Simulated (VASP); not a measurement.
Crystal: TiO.

```
CELL_PARAMETERS angstrom
3.03100 0.00000 0.00000
-1.51550 2.62492 0.00000
0.00000 0.00000 3.23770
ATOMIC_POSITIONS crystal
Ti 0.66667 0.33333 0.00000
O 0.00000 0.00000 0.50000
```

Base run:

- Program: VASP 6.6.1
- Functional: rSCAN
- Potentials or basis: VASP PAW PBE potentials, release 64 (Ti_sv, O)
- Cutoff: 520 eV
- k mesh: 10 × 10 × 8
- Occupations: fermi-dirac, width 0.05 eV
- Spin: no spin polarisation

Its results: pressure -39.8 GPa.

Question: The run is repeated on the same cell with these changes: functional from rSCAN to TPSS; further incar settings from ALGO = Normal; EDIFF = 1e-06 to ALGO = Normal; EDIFF = 1e-07; NBANDS = 16. What comes out?

Answer: Pressure -38.4 GPa.

Caveats: a pressure of tens of GPa on the cell as given is suspect, and the run, the potentials or the cell itself is likely at fault; the PAW data sets were made with another functional, which shifts forces and pressure a little.
